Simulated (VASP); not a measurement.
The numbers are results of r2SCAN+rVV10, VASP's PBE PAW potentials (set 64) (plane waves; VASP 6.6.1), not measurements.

Input for VASP

**INCAR**
```
SYSTEM = CaF2
PREC = Accurate
ENCUT = 520
EDIFF = 1E-7
NELM = 100
ALGO = Normal
LREAL = .FALSE.
LASPH = .TRUE.
ISMEAR = 0
SIGMA = 0.05
METAGGA = R2SCAN
LUSE_VDW = .TRUE.
BPARAM = 11.95
CPARAM = 0.0093
LMIXTAU = .TRUE.
LWAVE = .FALSE.
LCHARG = .FALSE.
ISIF = 2
```

KPOINTS:
```
Automatic mesh
0
Gamma
7 7 7
0 0 0
```

POSCAR:
```
CaF2
1
    0.0000000000     2.7137071620     2.7137071620
    2.7137071620     0.0000000000     2.7137071620
    2.7137071620     2.7137071620     0.0000000000
Ca F
1 2
Direct
  0.0000000000   0.0000000000   0.0000000000
  0.2500000000   0.2500000000   0.2500000000
  0.7500000000   0.7500000000   0.7500000000
```

POTCAR, in this order: Ca_sv F (PBE.64 set). Program: vasp_std.

Output of the run:

### OSZICAR
```
       N       E                     dE             d eps       ncg     rms          rms(c)
DAV:   1     0.217525901339E+03    0.21753E+03   -0.14143E+04   640   0.156E+03
DAV:   2    -0.227386715627E+02   -0.24026E+03   -0.23792E+03   808   0.408E+02
DAV:   3    -0.325950412392E+02   -0.98564E+01   -0.98461E+01   792   0.919E+01
DAV:   4    -0.330074513724E+02   -0.41241E+00   -0.41227E+00  1072   0.139E+01
DAV:   5    -0.330097732069E+02   -0.23218E-02   -0.23218E-02   784   0.117E+00    0.694E+00
DAV:   6    -0.254302854526E+02    0.75795E+01   -0.36034E+00   864   0.191E+01    0.310E+00
DAV:   7    -0.256747741074E+02   -0.24449E+00   -0.24970E+00   648   0.161E+01    0.241E+00
DAV:   8    -0.251152039146E+02    0.55957E+00   -0.60476E-01   640   0.972E+00    0.129E+00
DAV:   9    -0.247523497270E+02    0.36285E+00   -0.65857E-01   728   0.737E+00    0.132E+00
DAV:  10    -0.251807289673E+02   -0.42838E+00   -0.66301E-01   712   0.764E+00    0.401E-01
DAV:  11    -0.251680762664E+02    0.12653E-01   -0.14195E-02   792   0.149E+00    0.354E-01
DAV:  12    -0.251913605508E+02   -0.23284E-01   -0.19762E-02   640   0.156E+00    0.401E-02
DAV:  13    -0.251919235501E+02   -0.56300E-03   -0.13414E-03   752   0.418E-01    0.275E-02
DAV:  14    -0.251917405081E+02    0.18304E-03   -0.25281E-04   800   0.190E-01    0.443E-02
DAV:  15    -0.251920819182E+02   -0.34141E-03   -0.43964E-04   680   0.201E-01    0.883E-03
DAV:  16    -0.251921743669E+02   -0.92449E-04   -0.35565E-05   752   0.722E-02    0.122E-03
DAV:  17    -0.251921747208E+02   -0.35389E-06   -0.74084E-07   848   0.101E-02    0.858E-04
DAV:  18    -0.251921757876E+02   -0.10668E-05   -0.20896E-07   648   0.586E-03    0.561E-04
DAV:  19    -0.251921766786E+02   -0.89105E-06   -0.28419E-07   608   0.701E-03    0.331E-04
DAV:  20    -0.251921767678E+02   -0.89108E-07   -0.18833E-08   488   0.174E-03
   1 F= -.25192177E+02 E0= -.25192177E+02  d E =-.407532E-23
```

### OUTCAR
```
------------------------ aborting loop because EDIFF is reached ----------------------------------------
  FORCE on cell =-STRESS in cart. coord.  units (eV):
  Direction    XX          YY          ZZ          XY          YZ          ZX
  --------------------------------------------------------------------------------------
  Total        0.0347123      0.0347123      0.0347123      0.0000000      0.0000000     -0.0000000
  in kB        1.3914750      1.3914750      1.3914750      0.0000000      0.0000000     -0.0000000
  external PRESSURE =       1.3914750 kB  Pullay stress =       0.0000000 kB
  volume of cell :       39.97
      direct lattice vectors                 reciprocal lattice vectors
     0.000000000  2.713707162  2.713707162    -0.184249799  0.184249799  0.184249799
     2.713707162  0.000000000  2.713707162     0.184249799 -0.184249799  0.184249799
     2.713707162  2.713707162  0.000000000     0.184249799  0.184249799 -0.184249799
 POSITION                                       TOTAL-FORCE (eV/Angst)
 -----------------------------------------------------------------------------------
      0.00000      0.00000      0.00000        -0.000000      0.000000     -0.000000
      1.35685      1.35685      1.35685         0.000000      0.000000      0.000000
      4.07056      4.07056      4.07056        -0.000000     -0.000000     -0.000000
 -----------------------------------------------------------------------------------
    total drift:                                0.000000     -0.000000      0.000000
  FREE ENERGIE OF THE ION-ELECTRON SYSTEM (eV)
  ---------------------------------------------------
  free  energy   TOTEN  =       -25.1921767678 eV

  energy  without entropy=      -25.1921767678  energy(sigma->0) =      -25.19217677
```
(Selected blocks of OUTCAR.)

The compound is CaF2 in the fluorite structure. It was relaxed first.
